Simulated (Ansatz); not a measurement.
Runs of Ansatz 0.2.0 on P. The cell holds a slab with vacuum, 4 atoms: a = 3.284 Å, b = 34.857 Å, c = 4.632 Å, α = 90.00°, β = 90.00°, γ = 90.00°. 

```csv
task,level,potentials or basis,cutoff (eV),basis error allowed,gap on the mesh (eV),V0 of scaled cells (Å³/atom),B0 (GPa),largest force (eV/Å)
band structure,PBEsol,"all-electron LAPW, scalar-relativistic",224,0.002 eV/atom,0.89,-,-,0.27
equation of state,PBEsol,"all-electron LAPW, scalar-relativistic",-,0.002 eV/atom,-,(a),12,-
single point,PBEsol,"all-electron LAPW, scalar-relativistic",249,0.001 eV/atom,0.89,-,-,0.27
band structure,PBEsol,"all-electron LAPW, non-relativistic",224,0.002 eV/atom,0.89,-,-,0.24
equation of state,LDA,"all-electron LAPW, scalar-relativistic",-,0.002 eV/atom,-,129.85,12,-
```

Alike in all rows: no spin polarisation; cell as given; k mesh 8 × 1 × 6; smearing fermi-dirac 0.05 eV.

Task: Estimate the missing entries.

Result: (a) 132.27.

Caveats: the cell was scaled at fixed shape and fractional positions, which overstates the stiffness of a crystal with free parameters, most of all of layers and chains (some runs).

A k mesh can miss the band edges.

Not every run made on this cell is shown here.
